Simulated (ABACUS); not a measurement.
The system is Hf.

```xyz
1
Lattice="-1.8050 1.8050 1.8050 1.8050 -1.8050 1.8050 1.8050 1.8050 -1.8050" Properties=species:S:1:pos:R:3 pbc="T T T"
Hf    0.0000    0.0000    0.0000
```

This isn't the form of Hf at room conditions, which is hcp.

```yaml
Program: ABACUS 3.10.1
Task: relaxation of cell and atoms
Functional: LDA
Potentials_or_basis: GBRV ultrasoft 1.5 LDA
Cutoff: 544 eV
Density_cutoff: 4354 eV
Basis: plane waves
k_mesh: 8 × 8 × 8
Occupations: fermi-dirac, width 0.05 eV
Spin: no spin polarisation
```

At the start: pressure -13.0 GPa; volume 23.52 Å³/atom.

Question: Where does the relaxation end?

Answer: Over 7 steps the energy falls by 122.6 meV/atom and the volume is 20.49 Å³/atom (-12.9 %); space group Im-3m (No. 229, to 0.05 Å).

The path:
```
step  energy change (eV)  largest force (eV/Å)  pressure (GPa)  volume (Å³)
   1              0.0000                0.0000          -13.03        23.52
   2             -0.1170                0.0000           -1.63        20.85
   3             -0.1176                0.0000           -0.97        20.73
   4             -0.1176                0.0000           -0.97        20.73
   5             -0.1176                0.0000           -0.97        20.73
   6             -0.1176                0.0000           -0.97        20.73
   7             -0.1226                0.0000           -0.06        20.49
```

Final structure:
```
Hf
1.0
    -1.72387    1.72387    1.72387
     1.72387   -1.72387    1.72387
     1.72387    1.72387   -1.72387
Hf
1
Direct
  0.00000 0.00000 0.00000
```

Caveat: the volume moved by -13 % from the deposited cell, more than functionals usually miss.
